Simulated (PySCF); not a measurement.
# C5H5FN2: the cost of one run

Programs: PySCF 2.14.0. All values are calculated, for the isolated system unless a continuum is named. Atoms count from 0, parts from 1.

### 1 Starting point

13 atoms, charge 0, multiplicity 1; geometry: GFN2-xTB, rigid scan. Parts: 1 = atoms 0–3, `C#CF`, charge 0; 2 = atoms 4–12, `c1cn[nH]c1`, charge 0.

### 2 Counterpoise and decomposition: 2.01 Å

The job: settings as JSON, then the geometry in Å.

```
{"job": {"kind": "inter", "xc": "r2SCAN", "basis": "def2-SVP", "disp": "d4"}, "charge": 0, "multiplicity": 1, "parts": [{"atoms": "0-3", "charge": 0, "multiplicity": 1}, {"atoms": "4-12", "charge": 0, "multiplicity": 1}]}
C     -0.046308    -0.076666     0.473112
C     -0.358946     0.516873    -0.513404
F     -0.694721     1.160719    -1.579759
H      0.235499    -0.605115     1.342642
C      2.006789    -2.735843     4.557167
C      0.862467    -2.247403     3.911239
N      1.189784    -1.565179     2.832077
N      2.517413    -1.600942     2.765728
C      3.056525    -2.296572     3.786108
H      2.049335    -3.318942     5.453113
H     -0.165972    -2.369005     4.187085
H      2.993397    -1.135648     2.008689
H      4.114176    -2.430004     3.889994
```

Level: r2SCAN-D4/def2-SVP interaction energy, counterpoise and uncorrected, gas phase.

Launch:

```
> OMP_NUM_THREADS=1 python cluster_run.py task.json out
```

This one command runs all jobs of the session in turn.

**Question.** How long does this first job take on 1 thread of Intel Xeon 6975P-C, shared host, and how much memory does it need?

About 34 s, with a peak of 0.47 GiB.
